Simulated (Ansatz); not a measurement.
A 2-atom cell of BeSe (F-43m) from a materials database, relaxed with r2SCAN: space group F-43m (No. 216), cubic; conventional cell a = 5.162 Å, 17.19 Å³ an atom. Be has 4 Se at 2.24 Å; Se has 4 Be at 2.24 Å. One-shot G0W0@PBE in Ansatz on a 6×6×6 mesh (contour deformation, no spin-orbit coupling), from a PBE gap of 2.654 eV over the mesh points (the G0W0 gap is indirect on the mesh); the number N of bands summed and the screening cutoff rise together. No spin polarisation and no zero-point or thermal motion.

| N | cutoff (eV) | 1000/N | G0W0 gap (eV) |
| --- | --- | --- | --- |
| 111 | 120 | 9.009 | 3.752 |
| 263 | 220 | 3.802 | 3.896 |

Task: Lay a straight line in 1000/N through these rows.

Result: The slope is -0.0277 eV per unit of 1000/N and the intercept 4.001 eV.

Task: Predict the gap at N = 477 (300 eV).

Result: 4.001 + (-0.0277) × 2.096 = 3.943 eV; the run gives 3.937 eV, -0.006 eV from the line.

Task: With that run's result added, what limit do the last two rows suggest?

Result: Their slope is (3.937 − 3.896)/(2.096 − 3.802) = -0.0240, which meets 1/N = 0 at 3.99 eV, against 4.001 eV from the first line. The slope flattens, so the first line overshoots; the k mesh isn't extrapolated.

Spin-orbit coupling is left out.
